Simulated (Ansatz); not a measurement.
# TePt (R-3m) in Ansatz: notebook

Runs on TePt. Level: PBEsol. Tasks: band structure.

Everything below comes from runs of Ansatz 0.2.0. Logs are shortened: lines on timing, memory, paths and dates and some standing lists are left out, and cuts for length are marked.

**1. The crystal as given**

Symmetry: R-3m, No. 166, trigonal system. The conventional cell has a = 3.963 Å, b = 3.963 Å, c = 19.983 Å, α = 90.00°, β = 90.00°, γ = 120.00°. Pt (site symmetry 3m) is surrounded by 3 Te at 2.59 Å and 3 Pt at 2.72 Å. Around Te (site symmetry 3m) lie 3 Pt at 2.59 Å.

**2. Band structure, PBEsol**

Input file input.yaml:

```yaml
crystal:
  lattice:
    - [1.9815661262, 1.1440577364, 6.6610334788]
    - [-1.9815661262, 1.1440577364, 6.6610334788]
    - [0.0, -2.2881154728, 6.6610334788]
  atoms:
    - { symbol: Pt, position: [0.1296666667, 0.1296666667, 0.1296666667] }
    - { symbol: Pt, position: [0.8703333333, 0.8703333333, 0.8703333333] }
    - { symbol: Te, position: [0.402, 0.402, 0.402] }
    - { symbol: Te, position: [0.598, 0.598, 0.598] }
kpoints:
  mp_grid: { grid: [8, 8, 8] }
  band_path:
    path:
      - [0.0, 0.0, 0.0]
      - [0.5, 0.0, 0.0]
      - [0.5, 0.1863329093, -0.1863329093]
    npoints: 12
scf:
  occupations: { method: fermi_dirac, width: 0.05 }
hamiltonian:
  xc: pbesol
  pseudopotentials: { kind: all_electron, lapw: { basis_error: 0.002 } }
output:
  forces: true
  stress: true
  eigenvalues: true
```

Potentials or basis: all-electron LAPW, scalar-relativistic.

The run is started by

```console
> ansatz run input.yaml --threads 2 --pin off --max-ram 8192MiB --backend cpu --events-out ev --progress --plain --runs-dir out
```

Standard output:

```text
Warning: RAYON_NUM_THREADS=2 ignored (pool sized by the plan → 2); use --threads N
LAPW: plane waves up to 8.693 Å⁻¹, error target 2.0e-3 eV per atom; small_component_spin mean_spin; Te in spheres of 1.285 Å, 24 of its electrons in bands, Dirac shells []; Pt in spheres of 1.308 Å, 42 of its electrons in bands, Dirac shells [] (how accurate: hamiltonian.pseudopotentials.lapw.basis_error, Limitations)
Engine: ansatz 0.2.0, x86_64-unknown-linux-gnu
Pseudopotentials: kind: all_electron
Pseudopotential: Pt, LAPW, valence charge 42, lapw/all_electron/scalar/gaussian/Pt, Koelling and Harmon's equation, gaussian nucleus
Pseudopotential: Te, LAPW, valence charge 24, lapw/all_electron/scalar/gaussian/Te, Koelling and Harmon's equation, gaussian nucleus
Functional definition: PBEsol
  exchange = pbesol_x
  correlation = pbesol_c
Crystal: 4 atoms, lattice volume = 90.604 Å³
Basis set: ecut = 287.88931975570097 eV, 1027 PW (Γ), FFT grids on a1−a3, a2−a3, a3, exchange–correlation at level 2
Bands: 80, of which v1, the nominal top of the filled ones, is band 66 counted from 1 (65 counted from 0)
Symmetry: 12 space group operations
Space group: R-3m (ITA 166), of the structure as read, at distance tolerance 4.5e-5 Å
k-points: 65 of 512
Non-local potential: Pt, projectors of the file, none
Non-local potential: Te, projectors of the file, none
Initial density: superposition of atomic densities (chi_scale 0.1, normalization cell, long waves kept (reshape's long-wave potential 0.12 eV rms))
Initial wavefunctions: plane waves of lowest kinetic energy (no species holds an atomic orbital)
Functional: x = pbesol(κ = 0.804, μ = 0.12345679012345678), c = pbesol(β = 0.046)
iter 1 solved again at ethr=3.33e-4 eV; its pass at ethr=1.00e-1 eV (dr2=4.39e-1 eV) is discarded
SCF iter   1: F=—  HF=-1371250.215194 eV  |F-HF|=—  |Δ(HF+E_count)|=         —  Δρ=2.66e-2  dr2=4.41e-1  ethr=3.33e-4  ⟨swp⟩=2.7  Hψ=32887  notcnv=0
preconditioner: auto → LDOS  [metal: Δε(μ)=0.008 eV  Ē_g=11.794 eV  σ=0.050 eV  W_gap=0.04  n_scr=36 (ndim 8)  ℏωp=22.1 eV  f_vac=0.115  D(μ)=2.24/eV (n_scr^D=16)  β→1.0]
SCF iter   2: F=—  HF=-1371249.912269 eV  |F-HF|=—  |Δ(HF+E_count)|=   3.03e-1  Δρ=9.64e-3  dr2=1.34e-1  ethr=3.33e-4  ⟨swp⟩=3.0  Hψ=16725  notcnv=0
iter 3 solved again at ethr=7.76e-6 eV; its pass at ethr=1.02e-4 eV (dr2=1.02e-2 eV) is discarded
SCF iter   3: F=—  HF=-1371249.567483 eV  |F-HF|=—  |Δ(HF+E_count)|=   3.45e-1  Δρ=3.33e-3  dr2=1.02e-2  ethr=7.76e-6  ⟨swp⟩=2.0  Hψ=26683  notcnv=0
SCF iter   4: F=—  HF=-1371249.543605 eV  |F-HF|=—  |Δ(HF+E_count)|=         —  Δρ=1.14e-3  dr2=6.75e-4  ethr=7.74e-6  ⟨swp⟩=2.0  Hψ=14573  notcnv=0
the basis was enlarged: its passes take 565.2 KiB over the memory plan, 2 of 2 planned eigensolver slots
SCF iter   5: F=—  HF=-1371249.543126 eV  |F-HF|=—  |Δ(HF+E_count)|=   4.79e-4  Δρ=2.83e-4  dr2=4.22e-5  ethr=5.12e-7  ⟨swp⟩=2.0  Hψ=14572  notcnv=0
SCF iter   6: F=—  HF=-1371249.543155 eV  |F-HF|=—  |Δ(HF+E_count)|=   2.93e-5  Δρ=5.13e-5  dr2=1.78e-6  ethr=3.20e-8  ⟨swp⟩=2.0  Hψ=14572  notcnv=0
SCF iter   7: F=—  HF=-1371249.543154 eV  |F-HF|=—  |Δ(HF+E_count)|=   1.20e-6  Δρ=1.25e-5  dr2=1.10e-7  ethr=1.35e-9  ⟨swp⟩=2.8  Hψ=14647  notcnv=0
SCF iter   8: F=-1371249.543154 eV  HF=-1371249.543154 eV  |F-HF|=2.79e-9  |Δ(HF+E_count)|=   7.29e-8  Δρ=4.02e-6  dr2=1.23e-8  ethr=8.34e-11  ⟨swp⟩=3.0  Hψ=14815  notcnv=0
SCF 1 converged in 8 iterations: F = -1371249.543154 eV  dr2 = 1.23e-8
NSCF: frozen V_eff on 25 k-points
SCF converged after 8 iterations
Free energy (F): -1371249.543154 eV
Harris-Foulkes:  -1371249.543154 eV  (|F-HF|=2.79e-9)
Internal energy: -1371249.526063 eV  (E = F + TS)
E sigma→0 (E₀):  -1371249.534609 eV
Entropy (-TS):   -0.017091 eV (-4.273 meV/atom)
Fermi energy:    17.763213 eV
--- Per-component energies (eV) ---
  E_band       = -9463.391436
  E_kinetic    = 1527670.948612
  E_xc         = -28532.180875
  E_electrostatic = -2870388.293800  (all electrons and nuclei)
  E_smearing   = -0.017091  (= −TS)
  E_closure    = 0.000000  (closes the sum)
  E_atoms      = -1371227.229492  (free atoms, spherical and without spin; not in F)
  Σ components = -1371249.543154   (vs F -1371249.543154, Δ=0.00e0)
  Basis errors (estimates in eV, not in F): energy 8.9e-4 per atom: plane waves 7.4e-4 (4.2e-4 summed), levels above the bands 5.9e-105, relativity 5.1e-8, radial functions 1.5e-4, core shells 6.3e-7; eigenvalues (radial functions only) 1.8e-6; not estimated: angular momenta, meshes, grids; target (lapw.basis_error) 2.0e-3; muffin-tin radii Te 1.285 Å, Pt 1.308 Å
--- Forces (eV/Å), atoms counted from 1 ---
  atom   1  Pt     0.00000000    -0.00000000     0.19282973
  atom   2  Pt     0.00000000     0.00000000    -0.19282973
  atom   3  Te    -0.00000000     0.00000000    -0.08568100
  atom   4  Te    -0.00000000     0.00000000     0.08568100
  max |Σ_I F_I| component: 4.63e-18 eV/Å
--- Stress (GPa, compression-positive) ---
       -0.200521       0.000000       0.000000
        0.000000      -0.200521       0.000000
        0.000000       0.000000      -0.567918
  P = ⅓ Tr σ = -0.3230 GPa (-3.230 kbar)
--- Band table (eV; the first three rows and the last of 65) ---
  k-point 0: bands = ["-285.3123", "-285.3123", "-285.3123", "-285.3123", "-285.2340", "-285.2340", "-285.2340", "-285.2340", "-285.2135", "-285.2135", "-141.9527", "-141.9527", "-92.0629", "-92.0629", "-92.0628", "-92.0628", "-92.0461", "-92.0460", "-80.6951", "-80.6737", "-49.2622", "-49.2607", "-49.2378", "-49.2378", "-49.2369", "-49.2369", "-49.2321", "-49.2312", "-49.1824", "-49.1824", "-49.1817", "-49.1817", "-49.1379", "-49.1374", "-35.0028", "-35.0028", "-34.8731", "-34.8731", "-34.8349", "-34.7331", "-19.5178", "-19.5178", "-19.5133", "-19.5133", "-19.4920", "-19.4920", "-19.4902", "-19.4902", "-19.4849", "-19.4829", "4.3980", "5.9528", "10.9241", "12.2417", "12.2417", "12.9249", "12.9249", "13.3637", "14.7027", "14.7027", "15.7763", "15.7763", "16.0063", "18.4493", "18.4493", "18.6197", "19.0129", "20.6297", "20.6297", "22.3329", "23.8144", "24.1273", "24.1273", "25.5953", "25.8497", "25.8497", "26.5185", "28.5322", "28.5322", "28.7883"]
  k-point 1: bands = ["-285.3123", "-285.3123", "-285.3123", "-285.3123", "-285.2340", "-285.2340", "-285.2340", "-285.2340", "-285.2135", "-285.2135", "-141.9527", "-141.9527", "-92.0629", "-92.0629", "-92.0628", "-92.0628", "-92.0461", "-92.0460", "-80.6944", "-80.6744", "-49.2621", "-49.2608", "-49.2379", "-49.2378", "-49.2369", "-49.2369", "-49.2320", "-49.2313", "-49.1824", "-49.1824", "-49.1818", "-49.1817", "-49.1378", "-49.1374", "-35.0052", "-35.0030", "-34.8906", "-34.8710", "-34.8178", "-34.7335", "-19.5178", "-19.5174", "-19.5136", "-19.5129", "-19.4924", "-19.4921", "-19.4903", "-19.4897", "-19.4845", "-19.4825", "4.5589", "6.0087", "11.0874", "12.2771", "12.3173", "12.7080", "13.1270", "13.4240", "14.3244", "14.4698", "15.7479", "15.7959", "16.0798", "17.1771", "18.3587", "18.8735", "19.4844", "19.9972", "20.2071", "22.9723", "23.3890", "24.0353", "24.5476", "24.8560", "25.9952", "26.3381", "27.6504", "28.0092", "28.4732", "29.2404"]
  k-point 2: bands = ["-285.3123", "-285.3123", "-285.3123", "-285.3123", "-285.2340", "-285.2340", "-285.2340", "-285.2340", "-285.2135", "-285.2135", "-141.9527", "-141.9527", "-92.0629", "-92.0629", "-92.0629", "-92.0628", "-92.0461", "-92.0460", "-80.6923", "-80.6764", "-49.2620", "-49.2609", "-49.2380", "-49.2378", "-49.2369", "-49.2368", "-49.2320", "-49.2314", "-49.1824", "-49.1823", "-49.1818", "-49.1817", "-49.1378", "-49.1375", "-35.0107", "-35.0028", "-34.9164", "-34.8662", "-34.7929", "-34.7351", "-19.5179", "-19.5165", "-19.5143", "-19.5117", "-19.4934", "-19.4922", "-19.4905", "-19.4886", "-19.4836", "-19.4815", "4.9901", "6.1647", "11.3723", "11.8856", "12.4144", "12.8790", "13.4245", "13.6599", "14.0424", "14.2398", "15.4884", "15.6364", "15.9007", "16.1344", "17.2170", "18.0793", "18.9925", "19.4456", "21.0139", "22.1339", "23.0929", "24.4782", "25.3681", "25.7212", "25.9037", "27.2534", "27.9378", "28.5084", "29.0669", "29.7035"]
  k-point 64: bands = ["-285.3123", "-285.3123", "-285.3123", "-285.3123", "-285.2340", "-285.2340", "-285.2340", "-285.2340", "-285.2135", "-285.2135", "-141.9527", "-141.9527", "-92.0629", "-92.0629", "-92.0628", "-92.0628", "-92.0461", "-92.0460", "-80.6951", "-80.6737", "-49.2622", "-49.2607", "-49.2378", "-49.2378", "-49.2369", "-49.2369", "-49.2321", "-49.2312", "-49.1824", "-49.1824", "-49.1817", "-49.1817", "-49.1379", "-49.1374", "-35.0028", "-35.0028", "-34.8731", "-34.8731", "-34.8349", "-34.7331", "-19.5178", "-19.5178", "-19.5133", "-19.5133", "-19.4925", "-19.4925", "-19.4897", "-19.4897", "-19.4856", "-19.4822", "4.9792", "5.0871", "12.2686", "12.2686", "12.2703", "12.8634", "12.8634", "12.8975", "14.7188", "14.7188", "15.7936", "15.7936", "16.0521", "16.1429", "19.0117", "19.0117", "19.7242", "19.7242", "21.2717", "22.2757", "22.5158", "24.5543", "24.5543", "26.1218", "26.1218", "26.8847", "27.7516", "27.9649", "27.9649", "29.1314"]
```

It took 73 s on 2 threads of Intel Xeon Platinum 8259CL at 2.50GHz (Skylake/Cascade Lake), shared host; peak memory 1 GiB.

What came out:

| Item | Value |
| --- | --- |
| Free energy | -1371249.5432 eV |
| Pressure | -0.3 GPa |
| Largest force | 0.193 eV/Å |
| Band gap along the path | none (metal or under the smearing width) |

Forces in eV/Å, atoms in the order of the input:
```
Pt   0.000  0.000  0.193
Pt   0.000  0.000 -0.193
Te   0.000  0.000 -0.086
Te   0.000  0.000  0.086
```

Stress tensor (GPa, compression positive):
```
-0.20  0.00  0.00
 0.00 -0.20  0.00
 0.00  0.00 -0.57
```

Levels at the corners of the path, in eV from the Fermi level:
```csv
point,band 62,band 63,band 64,band 65,band 66,band 67,band 68,band 69,band 70,band 71
Γ,-1.99,-1.76,0.69,0.69,0.86,1.25,2.87,2.87,4.57,6.05
L,-2.56,-2.52,-1.99,-1.88,-1.06,0.31,1.35,1.96,3.78,4.81
B1,-2.40,-2.37,-2.05,-1.29,-1.27,-0.38,1.11,3.36,3.40,6.99
```

Caveat: spin-orbit coupling is left out, which moves the levels of the heavy elements.

**3. Band structure, PBEsol**

Changes to input.yaml since step 2:

```diff
@@ -22,3 +22,6 @@
   xc: pbesol
-  pseudopotentials: { kind: all_electron, lapw: { basis_error: 0.002 } }
+  pseudopotentials:
+    kind: all_electron
+    lapw: { basis_error: 0.002 }
+    relativity: none
 output:
```

Potentials or basis: all-electron LAPW, non-relativistic.

The run is started by

```console
> ansatz run input.yaml --threads 2 --pin off --max-ram 8192MiB --backend cpu --events-out ev --progress --plain --runs-dir out
```

Wall time 60 s (2 threads of Intel Xeon Platinum 8259CL at 2.50GHz (Skylake/Cascade Lake), shared host); peak memory 0.98 GiB.

The run converged. Its results:

* Free energy: -1302986.2591 eV
* Pressure: 11.6 GPa
* Largest force: 1.350 eV/Å
* Band gap along the path: none (metal or under the smearing width)

Forces in eV/Å, atoms in the order of the input:
```
Pt   0.000  0.000  0.068
Pt   0.000  0.000 -0.068
Te   0.000  0.000 -1.350
Te   0.000  0.000  1.350
```

Stress tensor (GPa, compression positive):
```
13.66  0.00  0.00
 0.00 13.66  0.00
 0.00  0.00  7.48
```

Levels at the corners of the path, in eV from the Fermi level:
```
point  band 63  band 64  band 65  band 66  band 67  band 68  band 69  band 70
    Γ    -1.97     0.69     0.69     1.37     2.58     2.58     2.63     4.84
    L    -3.06    -2.41    -2.27    -0.89     0.38     0.95     2.53     4.83
   B1    -2.96    -2.58    -1.61    -1.37    -0.43     0.79     3.92     4.12
```

Caveat: relativity is left out, which matters for the heavier elements; spin-orbit coupling is left out, which moves the levels of the heavy elements; forces of over 1 eV/Å show positions far from the minimum, so gaps and moduli don't describe the material at rest.

**4. Band structure, PBEsol**

Changes to input.yaml since step 3:

```diff
@@ -22,6 +22,3 @@
   xc: pbesol
-  pseudopotentials:
-    kind: all_electron
-    lapw: { basis_error: 0.002 }
-    relativity: none
+  pseudopotentials: { kind: all_electron, datasets: crystal }
 output:
@@ -30 +27,3 @@
   eigenvalues: true
+  elf: true
+  volumetric_format: npy
```

Potentials or basis: all-electron PAW datasets made for the crystal.

The run is started by

```console
> ansatz run input.yaml --threads 2 --pin off --max-ram 8192MiB --backend cpu --events-out ev --progress --plain --runs-dir out
```

Run time: 25 s. Hardware: 2 threads of Intel Xeon Platinum 8259CL at 2.50GHz (Skylake/Cascade Lake), shared host; peak memory 0.9 GiB.

Results (log left out):

```yaml
Free_energy: -1371249.5455 eV
Pressure: -0.3 GPa
Largest_force: 0.193 eV/Å
Band_gap_along_the_path: none (metal or under the smearing width)
```

Forces on the atoms (eV/Å):
```
Pt   0.000  0.000  0.193
Pt   0.000  0.000 -0.193
Te   0.000  0.000 -0.086
Te   0.000  0.000  0.086
```

Stress tensor (GPa, compression positive):
```
-0.20  0.00  0.00
 0.00 -0.20  0.00
 0.00  0.00 -0.57
```

Levels at the corners of the path, in eV from the Fermi level:
| point | band 12 | band 13 | band 14 | band 15 | band 16 | band 17 | band 18 | band 19 | band 20 | band 21 |
| --- | --- | --- | --- | --- | --- | --- | --- | --- | --- | --- |
| Γ | -1.99 | -1.76 | 0.69 | 0.69 | 0.86 | 1.25 | 2.87 | 2.87 | 4.57 | 6.05 |
| L | -2.56 | -2.52 | -1.99 | -1.88 | -1.06 | 0.31 | 1.35 | 1.96 | 3.78 | 4.81 |
| B1 | -2.40 | -2.37 | -2.05 | -1.29 | -1.27 | -0.38 | 1.11 | 3.36 | 3.40 | 6.99 |

Caveat: spin-orbit coupling is left out, which moves the levels of the heavy elements.

**5. Band structure, PBEsol**

Changes to input.yaml since step 4:

```diff
@@ -22,3 +22,6 @@
   xc: pbesol
-  pseudopotentials: { kind: all_electron, datasets: crystal }
+  pseudopotentials:
+    kind: all_electron
+    lapw: { basis_error: 0.002 }
+    dirac_shells: { Pt: ["4p", "4d"], Te: ["3p", "3d"] }
 output:
@@ -27,3 +30 @@
   eigenvalues: true
-  elf: true
-  volumetric_format: npy
```

Potentials or basis: all-electron LAPW, inner shells corrected to Dirac's equation.

The run is started by

```console
> ansatz run input.yaml --threads 2 --pin off --max-ram 8192MiB --backend cpu --events-out ev --progress --plain --runs-dir out
```

It took 61 s on 2 threads of Intel Xeon Platinum 8259CL at 2.50GHz (Skylake/Cascade Lake), shared host; peak memory 0.97 GiB.

The run converged. Its results:

| Item | Value |
| --- | --- |
| Free energy | -1373168.7310 eV |
| Pressure | -0.3 GPa |
| Largest force | 0.192 eV/Å |
| Band gap along the path | none (metal or under the smearing width) |

Forces in eV/Å, atoms in the order of the input:
```
Pt   0.000  0.000  0.192
Pt   0.000  0.000 -0.192
Te   0.000  0.000 -0.092
Te   0.000  0.000  0.092
```

Stress tensor (GPa, compression positive):
```
-0.13  0.00  0.00
 0.00 -0.13  0.00
 0.00  0.00 -0.52
```

Levels at the corners of the path, in eV from the Fermi level:
```tsv
point	band 62	band 63	band 64	band 65	band 66	band 67	band 68	band 69	band 70	band 71
Γ	-1.99	-1.76	0.69	0.69	0.86	1.25	2.87	2.87	4.57	6.05
L	-2.56	-2.52	-1.99	-1.88	-1.06	0.31	1.35	1.96	3.78	4.81
B1	-2.40	-2.38	-2.05	-1.29	-1.27	-0.38	1.11	3.36	3.40	6.99
```

Caveat: spin-orbit coupling is left out, which moves the levels of the heavy elements.

**6. Summary**

| potentials or basis | cutoff (eV) | basis error allowed | pressure (GPa) | largest force (eV/Å) |
| --- | --- | --- | --- | --- |
| all-electron LAPW, scalar-relativistic | 288 | 0.002 eV/atom | -0.3 | 0.19 |
| all-electron LAPW, non-relativistic | 287 | 0.002 eV/atom | 11.6 | 1.35 |
| all-electron PAW datasets made for the crystal | 260 | - | -0.3 | 0.19 |
| all-electron LAPW, inner shells corrected to Dirac's equation | 288 | 0.002 eV/atom | -0.3 | 0.19 |

Alike in all rows: task band structure; level PBEsol; no spin polarisation; cell as given; k mesh 8 × 8 × 8; smearing fermi-dirac 0.05 eV.

Caveats: spin-orbit coupling is left out, which moves the levels of the heavy elements; relativity is left out, which matters for the heavier elements (some runs); forces of over 1 eV/Å show positions far from the minimum, so gaps and moduli don't describe the material at rest (some runs).

Compare energies only between runs with the same functional and basis.
